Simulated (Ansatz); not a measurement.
ZnSnN2, ordered on the rocksalt lattice (R-3m) with 4 atoms a cell: an Ansatz output whose functional has been blanked. The cell was relaxed with r2SCAN and then strained (biaxial -0.79 % in x and y, z held), with the atoms relaxed again with r2SCAN; k points keep the names of the unstrained zone.

```xyz
4
Lattice="1.5712 0.9071 5.1498 -1.5712 0.9071 5.1498 0.0000 -1.8142 5.1498" Properties=species:S:1:pos:R:3 pbc="T T T"
Zn    1.5712    0.9071    5.1498
Sn    0.0000    0.0000    7.7247
N     0.0000    0.0000    3.8107
N     0.0000    0.0000   11.6388
```

```
Crystal: 4 atoms, lattice volume = 44.038 Å³
Basis set: ecut = 420 eV, 845 PW (Γ), FFT grids on a1−a3, a2−a3, a3
Bands: 23, of which v1, the nominal top of the filled ones, is band 18 counted from 1 (17 counted from 0)
Symmetry: 12 space group operations
Space group: R-3m (ITA 166)
k-points: 116 of 1000
SCF 1 converged in 6 iterations: F = -10109.824218 eV  dr2 = 3.05e-8
NSCF: frozen V_eff on 9 k-points
SCF converged after 6 iterations
Free energy (F): -10109.824218 eV
Fermi energy:    13.668023 eV
--- Forces (eV/Å), atoms counted from 1 ---
  atom   1  Zn      0.00000      0.00000      0.00000
  atom   2  Sn      0.00000      0.00000      0.00000
  atom   3  N       0.00000      0.00000      0.20468
  atom   4  N       0.00000      0.00000    -0.20468
--- Stress (GPa, compression-positive) ---
       10.762294       0.000000       0.000000
        0.000000      10.762294       0.000000
        0.000000       0.000000       7.981837
  P = ⅓ Tr σ = 9.8355 GPa (98.355 kbar)
--- Band table (eV; the first three rows and the last of 116) ---
  k-point 0: bands = […, 7.8012, 12.2273, 12.2273, 12.3258, 13.0757, 13.0757, 14.1066, 16.8089, 21.5608, 21.7440, …]
  k-point 1: bands = […, 7.8161, 11.2461, 12.0015, 12.1361, 12.5316, 12.9080, 15.1537, 17.5532, 20.1481, 22.0932, …]
  k-point 2: bands = […, 7.8971, 9.8034, 10.4718, 11.8688, 12.4370, 12.5505, 16.6768, 18.0764, 19.6676, 22.3980, …]
  k-point 115: bands = […, 8.2028, 9.2778, 12.6057, 12.6057, 12.6499, 12.6499, 16.5322, 17.1611, 21.0282, 22.8964, …]
```

The file bands.tsv (bands near the Fermi energy, numbered from 0, rounded):
```tsv
# k_distance	band_13	band_14	band_15	band_16	band_17	band_18	band_19	band_20	band_21
# fermi_ev = 13.668023
# [0, 0, 0] at k_distance = 0.000000
# [0.5, 0.5, 0.5] at k_distance = 0.610040
# [0.8123176938, 0.1876823062, 0.5] at k_distance = 1.859008
# [0.5, -0.1876823062, 0.1876823062] at k_distance = 2.290967
# [0.5, 0, 0] at k_distance = 3.041515
# [0.3438411531, -0.3438411531, 0] at k_distance = 3.759396
# [0.6561588469, 0, 0.3438411531] at k_distance = 4.172550
# [0.5, 0, 0.5] at k_distance = 4.797035
# [0, 0.2, -0.2] at k_distance = 6.730168
# levels_relative_to = fermi_ev
0.000	-1.441	-1.441	-1.342	-0.592	-0.592	0.439	3.141	7.893	8.076
0.610	-4.390	-1.062	-1.062	-1.018	-1.018	2.864	3.493	7.360	9.228
1.859	-5.369	-4.577	-3.972	-1.993	-1.948	3.618	4.122	6.796	7.180
2.291	-5.369	-4.577	-3.972	-1.993	-1.948	3.618	4.122	6.796	7.180
3.042	-5.027	-3.178	-3.091	-2.563	-1.786	2.780	3.893	6.544	7.396
3.759	-5.232	-5.120	-3.806	-2.231	-1.831	3.426	4.827	6.371	7.348
4.173	-5.232	-5.120	-3.806	-2.231	-1.831	3.426	4.827	6.371	7.348
4.797	-5.654	-3.612	-3.389	-0.543	-0.500	0.426	3.247	7.212	8.099
6.730	-5.102	-4.963	-3.420	-2.831	-0.448	4.243	4.855	7.252	7.351
```
In order the rows are Γ, T, H₂, H₀, L, S₀, S₂, F, Γ–S₀ (0.58).

**Question.** Which functional gave these numbers?
A. r2SCAN
B. PBE
C. HSE06
D. LDA

**Answer.** B. PBE. There is no exchange loop, so no exact exchange. With PBE the valence top lies at Γ–S₀ (0.58 of the way from Γ) and the conduction bottom at F, 0.87 eV higher; the smallest vertical gap, at F, is 0.93 eV. (Of the valleys that strain may split, one alone was solved off the mesh, so this is an upper bound.) The log narrows the family; the member has to be judged from the numbers.

No spin polarisation and no zero-point or thermal motion; the cell was built from a prototype and may be hypothetical.

No spin-orbit coupling is included; it can move band edges with weight on the heavy atoms by tenths of an eV.
